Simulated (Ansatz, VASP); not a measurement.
**GaSb3: VASP beside Ansatz**

Contents of INCAR:

```
ALGO = Normal
EDIFF = 1E-6
ENCUT = 520
GGA = CA
ISIF = 2
ISMEAR = 0
LASPH = T
LCHARG = F
LREAL = F
LWAVE = F
NBANDS = 22
NELM = 100
PREC = Accurate
SIGMA = 0.15
```

Contents of KPOINTS:

```
k-points
0
Gamma
  10 10 10
```

The input POSCAR:

```
GaSb3
1.0
    0.0000000000      3.6180917191      3.3394986567
    3.6180917191      0.0000000000      3.3394986567
    3.6180917191      3.6180917191      0.0000000000
Ga Sb
1 3
Direct
    0.0000000000      0.0000000000      0.0000000000
    0.2500000000      0.2500000000      0.2500000000
    0.7500000000      0.7500000000      0.7500000000
    0.5000000000      0.5000000000      0.5000000000
```

Input for Ansatz:

```yaml
crystal:
  lattice:
    - [0.0, 3.6180917191, 3.3394986567]
    - [3.6180917191, 0.0, 3.3394986567]
    - [3.6180917191, 3.6180917191, 0.0]
  atoms:
    - { symbol: Ga, position: [0.0, 0.0, 0.0] }
    - { symbol: Sb, position: [0.25, 0.25, 0.25] }
    - { symbol: Sb, position: [0.75, 0.75, 0.75] }
    - { symbol: Sb, position: [0.5, 0.5, 0.5] }
basis:
  ecutwfc: 420
kpoints:
  mp_grid: { grid: [10, 10, 10] }
hamiltonian:
  xc: lda
  pseudopotentials: { kind: paw, azcp: { folder: soft_1 } }
scf:
  occupations: { method: gaussian, width: 0.15 }
output:
  forces: true
  stress: true
  eigenvalues: true
```

Alike in both runs: task single point; functional LDA; k mesh 10 × 10 × 10; occupations gaussian, width 0.15 eV; no spin polarisation.

```csv
,VASP,Ansatz
version,VASP 6.6.1,Ansatz 0.2.0
potentials or method,"VASP PAW LDA potentials, release 64 (Ga_d, Sb)","scalar-relativistic, plane waves, PAW"
plane-wave cutoff (eV),520,420
valence electrons in the cell,28,58
```

|  | VASP | Ansatz | Ansatz less VASP |
| --- | --- | --- | --- |
| gap on the k mesh at the Fermi level (eV) | none | none | - |
| pressure (GPa) | 7.4 | 7.1 | -0.27 |
| largest component of the traceless stress (GPa) | 0.99 | 0.96 | -0.029 |

A gap of «none» marks a metal or a gap that the smearing closes. The two sets of potentials don't hold the same shells in valence. Ansatz warned: «pseudo_functional_mismatch».

Spin-orbit coupling is left out, which matters for the levels of Sb.
